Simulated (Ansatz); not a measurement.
## Sn in Ansatz: the effect of functional

The system is Sn.

```
CELL_PARAMETERS angstrom
-2.94014 2.94014 1.59930
2.94014 -2.94014 1.59930
2.94014 2.94014 -1.59930
ATOMIC_POSITIONS crystal
Sn 0.00000 0.00000 0.00000
Sn 0.75000 0.25000 0.50000
```

Alike in all runs:

| Item | Value |
| --- | --- |
| Program | Ansatz 0.2.0 |
| Task | band structure |
| Potentials or basis | Ansatz PAW |
| k mesh | 5 × 5 × 5 |
| Occupations | fermi-dirac, width 0.05 eV |
| Spin | no spin polarisation |

```csv
functional,cutoff,pressure (GPa)
LDA,420 eV (not typed: the program's choice for these potentials),-2.4
PBEsol,420 eV (not typed: the program's choice for these potentials),?
RPBE,420 eV (not typed: the program's choice for these potentials),3.3
revPBE,420 eV (not typed: the program's choice for these potentials),2.9
BLYP,420 eV (not typed: the program's choice for these potentials),6.2
r2SCAN,500 eV (not typed: the program's choice for these potentials),0.4
```

**Question.** What does the run with functional PBEsol give?

**Answer.** Pressure -1.0 GPa.

Caveats: all runs use coarse meshes; the PAW data sets come from PBE, with cores solved anew for the run's functional, which leaves a small shift of forces and pressure.

Runs at the PBE level aren't shown here.
